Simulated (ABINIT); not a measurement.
Write the native input for ABINIT 10.8.3 (patched build) that does the following.

```yaml
Task: single point
Functional: PBEsol
Potentials_or_basis: PseudoDojo NC SR PBEsol v0.4.1 standard
Cutoff: 1007 eV
k_mesh: 8 × 8 × 8
Occupations: fermi-dirac, width 0.05 eV
Spin: no spin polarisation
```

The system is SiC (Moissanite 3C).

```
Si C
1.0
     0.00000    2.17881    2.17881
     2.17881    0.00000    2.17881
     2.17881    2.17881    0.00000
Si C
1 1
Cartesian
  0.0000 0.0000 0.0000
  3.2682 3.2682 3.2682
```

The cell isn't the ideal one: cell relaxed.

One way to write it, as run:

run.abi

```
# Pseudopotentials
pp_dirpath "./"
pseudos "Si.upf, C.upf"

# Structure
acell 5.8228199631 5.8228199631 5.8228199631
rprim
     0.0000000000     0.7071067812     0.7071067812
     0.7071067812     0.0000000000     0.7071067812
     0.7071067812     0.7071067812     0.0000000000
ntypat 2
znucl 14 6
natom 2
typat 1 2
xcart
     0.0000000000     0.0000000000     0.0000000000
     6.1760332223     6.1760332223     6.1760332223
chkprim 0
chksymtnons 0
tolsym 1.0e-6

# Plane-wave basis
ecut 1006.821291 eV

# k points
kptopt 1
ngkpt 8 8 8
nshiftk 1
shiftk 0.0 0.0 0.0

# Exchange and correlation
ixc -116133

# Bands and occupations
nband 8
occopt 3
tsmear 0.00183747

# SCF cycle
nstep 100
tolvrs 1.0e-10

# Output
iomode 3
prtwf 0
prtden 0
prteig 0
prtebands 0
enunit 1
```

Potentials or basis: PseudoDojo NC SR PBEsol v0.4.1 standard.

Command:

```console
$ abinit run.abi > log 2>&1
```

Results of the run:

```
Pressure                                              : -0.3 GPa
Band gap on the k mesh                                : 1.24 eV, indirect (least direct gap 4.46 eV)
Valence electrons inside the program's atomic spheres : Si 1.93; C 4.21
```

Run time: 9.6 s on 1 thread of Arm Neoverse V1, on a shared host, peak memory 0.07 GiB.
